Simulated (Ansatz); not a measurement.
## Sb under changes of volume

One of the cells (26.666 Å³/atom); the others are scaled copies at fixed shape and fractional positions:

```
Sb
1.0
     0.00000    2.37124    2.37124
     2.37124    0.00000    2.37124
     2.37124    2.37124    0.00000
Sb
1
Cartesian
  0.0000 0.0000 0.0000
```

This isn't the form of Sb at room conditions, which is rhombohedral.

```yaml
Program: Ansatz 0.2.0
Functional: PBEsol
Potentials_or_basis: Ansatz PAW
Cutoff: "420 eV (not typed: the program's choice for these potentials)"
k_mesh: 10 × 10 × 10
Occupations: fermi-dirac, width 0.05 eV
Spin: no spin polarisation
```

| volume (Å³/atom) | energy over the lowest point (meV/atom) | pressure (GPa) |
| --- | --- | --- |
| 25.066 | 9.14 | 2.9 |
| 25.599 | 2.26 | 1.4 |
| 26.133 | 0.00 | 0.0 |
| 26.666 | 1.86 | -1.2 |
| 27.199 | 7.56 | -2.3 |
| 27.733 | ? | ? |
| 28.266 | 29.84 | -4.4 |

Q: What does the run at 27.733 Å³/atom give?

A: Energy over the lowest point 16.97 meV/atom; pressure -3.4 GPa.

Worked out: A Birch-Murnaghan fit of order 3 (a polynomial in V^(-2/3)) to the other rows has its minimum at 26.16 Å³/atom with B0 = V·E''(V) = 62 GPa (rough, since the energies scatter). It gives 17.02 meV/atom at 27.733 Å³/atom, against the run's 16.97, and -dE/dV = -3.4 GPa, against -3.4.

Energies are extrapolated to zero smearing.

Caveats: the PAW data sets come from PBE, with cores solved anew for the run's functional, which leaves a small shift of forces and pressure.
